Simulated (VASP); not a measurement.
# CdTe: cell size and functional, part 3 of 3

How much does the relaxed cell of CdTe depend on the functional? The starting structure is a measured crystal structure from the Crystallography Open Database.

VASP 6.6.1.

Results so far: PBEsol 34.23 Å³ an atom; LDA 33.06 Å³ an atom; PBE 36.28 Å³ an atom; PBEsol + D3(BJ) 33.01 Å³ an atom; r2SCAN 35.23 Å³ an atom; r2SCAN + rVV10 34.72 Å³ an atom.

### Step 8. Relaxation with rev-vdW-DF2 (continued)

Level of this step: rev-vdW-DF2; plane waves and PAW (Te, Cd) (VASP).

Parts of OUTCAR (step 8):

```text
  Total        0.0191605      0.0191605      0.0191605     -0.0000000      0.0000000     -0.0000000
  in kB        0.4349778      0.4349778      0.4349778     -0.0000000      0.0000000     -0.0000000
  external PRESSURE =       0.4349778 kB  Pullay stress =       0.0000000 kB

 POSITION                                       TOTAL-FORCE (eV/Angst)
 -----------------------------------------------------------------------------------
      4.92000      4.92000      4.92000         0.000000      0.000000     -0.000000
      0.00000      0.00000      0.00000        -0.000000     -0.000000      0.000000
 -----------------------------------------------------------------------------------
    total drift:                               -0.000000     -0.000000     -0.000000

  FREE ENERGIE OF THE ION-ELECTRON SYSTEM (eV)
  ---------------------------------------------------
  free  energy   TOTEN  =        -0.1679210046 eV

  energy  without entropy=       -0.1679210046  energy(sigma->0) =       -0.16792100

[... 2 parts as in an earlier step ...]

[... 2 further parts left out ...]
[key lines of the parts left out:]
E-fermi :   2.1198
```

With rev-vdW-DF2 the relaxed cell holds 35.288 Å³ an atom, +3.75 % against the measured cell, with a = 6.560 Å. That is +3.08 % from PBEsol. Pressures at 0.985 and 1.015 times this volume, from two more relaxations that aren't shown, give a bulk modulus of 38.5 GPa.

### Step 9. Relaxation with PBE + D3(BJ)

INCAR reads:

```
SYSTEM = CdTe
PREC = Accurate
ENCUT = 450
EDIFF = 1E-06
NELM = 100
ISMEAR = 0
SIGMA = 0.03
LREAL = .FALSE.
ALGO = Normal
GGA = PE
IVDW = 12
NBANDS = 15
LORBIT = 11
LWAVE = .FALSE.
LCHARG = .FALSE.
KPAR = 2
IBRION = 2
NSW = 50
ISIF = 3
EDIFFG = -0.01
```

POSCAR reads:

```
CdTe
1.0
    0.0000000000      3.2400000000      3.2400000000
    3.2400000000      0.0000000000      3.2400000000
    3.2400000000      3.2400000000      0.0000000000
Te Cd
1 1
Direct
    0.7500000000      0.7500000000      0.7500000000
    0.0000000000      0.0000000000      0.0000000000
```

KPOINTS reads:

```
Automatic mesh
0
Gamma
6 6 6
0 0 0
```

PAW data sets: Te and Cd (PBE family, release 64).

Run with:

```bash
mpirun -np 2 vasp_std
```

Log:

```text
[... set-up lines as in an earlier step ...]
 entering main loop
       N       E                     dE             d eps       ncg     rms          rms(c)
DAV:   1     0.949447886805E+02    0.94945E+02   -0.80010E+03   496   0.933E+02
DAV:   2    -0.172804312467E+01   -0.96673E+02   -0.93008E+02   585   0.238E+02
DAV:   3    -0.497072039416E+01   -0.32427E+01   -0.32380E+01   571   0.468E+01
DAV:   4    -0.499982890026E+01   -0.29109E-01   -0.29108E-01   734   0.383E+00
[...]
DAV:  11    -0.476817478706E+01   -0.40497E-04   -0.80235E-05   516   0.610E-02    0.359E-02
DAV:  12    -0.476817370882E+01    0.10782E-05   -0.32533E-06   613   0.161E-02    0.218E-02
DAV:  13    -0.476817345524E+01    0.25358E-06   -0.49419E-07   366   0.369E-03
   1 F= -.54523103E+01 E0= -.54523103E+01  d E =-.545231E+01
[...]
N       E                     dE             d eps       ncg     rms          rms(c)
DAV:   1    -0.487898979642E+01   -0.11082E+00   -0.17709E+00   543   0.158E+01    0.238E+00
[...]
DAV:   6    -0.478916316358E+01   -0.19996E-05   -0.48106E-05   523   0.656E-02    0.211E-02
DAV:   7    -0.478916383360E+01   -0.67002E-06   -0.86123E-06   585   0.351E-02
   2 F= -.54548192E+01 E0= -.54548192E+01  d E =-.250887E-02
 trial-energy change:   -0.002509  1 .order   -0.002580   -0.007591    0.002431
 step:   0.7494(harm=  0.7575)  dis= 0.00000  next Energy=    -5.455125 (dE=-0.281E-02)
[...]
N       E                     dE             d eps       ncg     rms          rms(c)
DAV:   1    -0.479056382142E+01   -0.14007E-02   -0.11012E-01   543   0.388E+00    0.558E-01
DAV:   2    -0.478547715813E+01    0.50867E-02   -0.12559E-02   515   0.162E+00    0.181E-01
DAV:   3    -0.478495318188E+01    0.52398E-03   -0.11323E-03   550   0.336E-01    0.151E-01
DAV:   4    -0.478488566399E+01    0.67518E-04   -0.13531E-04   529   0.841E-02    0.246E-02
DAV:   5    -0.478488459485E+01    0.10691E-05   -0.14397E-05   543   0.464E-02    0.185E-02
DAV:   6    -0.478488587457E+01   -0.12797E-05   -0.35639E-06   536   0.188E-02    0.445E-03
DAV:   7    -0.478488572475E+01    0.14982E-06   -0.29015E-07   289   0.643E-03
   3 F= -.54551194E+01 E0= -.54551194E+01  d E =-.280905E-02
[...]
reached required accuracy - stopping structural energy minimisation
```

Run time: 14 s. Hardware: 2 MPI ranks of AMD EPYC 7R43, shared host; peak memory 0.34 GiB.

OUTCAR, selected parts (step 9):

```text
 Edisp (eV)   -0.66566

 Edisp (eV)   -0.67023

  Total       0.00172     0.00172     0.00172    -0.00000     0.00000     0.00000
  in kB       0.03981     0.03981     0.03981    -0.00000     0.00000     0.00000
  external pressure =        0.04 kB  Pullay stress =        0.00 kB

 POSITION                                       TOTAL-FORCE (eV/Angst)
 -----------------------------------------------------------------------------------
      4.88846      4.88846      4.88846        -0.000000     -0.000000     -0.000000
      0.00000      0.00000      0.00000         0.000000      0.000000      0.000000
 -----------------------------------------------------------------------------------
    total drift:                                0.000001      0.000001      0.000001

  FREE ENERGIE OF THE ION-ELECTRON SYSTEM (eV)
  ---------------------------------------------------
  free  energy   TOTEN  =        -5.4551193703 eV

  energy  without entropy=       -5.4551193703  energy(sigma->0) =       -5.45511937

[... 2 parts as in an earlier step ...]

[... 2 further parts left out ...]
[key lines of the parts left out:]
E-fermi :   2.3288
```

With PBE + D3(BJ) the relaxed cell holds 34.613 Å³ an atom, +1.77 % against the measured cell, with a = 6.518 Å. That is +1.11 % from PBEsol. Pressures at 0.985 and 1.015 times this volume, from two more relaxations that aren't shown, give a bulk modulus of 40.4 GPa.

### Step 10. Comparison

| level | volume (Å³/atom) | against the measured cell (%) | a (Å) | bulk modulus (GPa) | pressure left (GPa) | core minutes |
| --- | --- | --- | --- | --- | --- | --- |
| PBEsol | 34.233 | 0.65 | 6.494 | 41.7 | 0.0 | 0.433 |
| LDA | 33.059 | -2.8 | 6.4189 | 46.1 | 0.0 | 0.367 |
| PBE | 36.281 | 6.67 | 6.621 | 35.2 | -0.01 | 0.733 |
| PBEsol + D3(BJ) | 33.01 | -2.95 | 6.4157 | 46.3 | 0.0 | 0.433 |
| r2SCAN | 35.233 | 3.59 | 6.5566 | 40.7 | 0.01 | 3.1 |
| r2SCAN + rVV10 | 34.716 | 2.07 | 6.5244 | 42.9 | 0.0 | 4.8 |
| rev-vdW-DF2 | 35.288 | 3.75 | 6.56 | 38.5 | 0.04 | 5.43 |
| PBE + D3(BJ) | 34.613 | 1.77 | 6.5179 | 40.4 | 0.0 | 0.473 |

Core minutes are wall time times ranks, summed over the relaxations behind a row (those for a bulk modulus apart), on shared hosts.

### Step 11. Results

| Item | Value |
| --- | --- |
| volume, PBEsol | 34.23 Å³/atom |
| volume, LDA | 33.06 Å³/atom |
| volume, PBE | 36.28 Å³/atom |
| volume, PBEsol + D3(BJ) | 33.01 Å³/atom |
| volume, r2SCAN | 35.23 Å³/atom |
| volume, r2SCAN + rVV10 | 34.72 Å³/atom |
| volume, rev-vdW-DF2 | 35.29 Å³/atom |
| volume, PBE + D3(BJ) | 34.61 Å³/atom |

Across 8 levels the volume of CdTe spans 9.9 %, from 33.01 Å³ an atom (PBEsol + D3(BJ)) to 36.28 Å³ (PBE). Against the measured volume of the starting structure, PBEsol comes nearest (+0.6 %) and PBE lies farthest (+6.7 %). The measured cell holds zero-point expansion and, unless it was taken cold, thermal expansion, which the runs lack, so small differences decide nothing. Adding D3(BJ) to PBEsol changes the volume by -3.6 %. Adding rVV10 to r2SCAN changes the volume by -1.5 %. Adding D3(BJ) to PBE changes the volume by -4.6 %. The bulk modulus goes from 35.2 GPa (PBE) to 46.3 GPa (PBEsol + D3(BJ)). LASPH is on in some of these runs and off in others, which adds a little to the differences. All runs keep the symmetry of the start, so they can't find a distortion of lower symmetry. Further runs on this material are not shown.

[Lines on the potential files, build, host, timing and source positions are cut from VASP's logs without a mark.]

[Logs are printed without paths, hosts, clocks, repeated set-up lines and the standing remarks that a program may print on its own settings, such as how far it seeks lower states.]

[Hosts, paths, dates, database ids (printed as entryN), source tags and the programs' standing remarks are cut or masked in the printed files.]
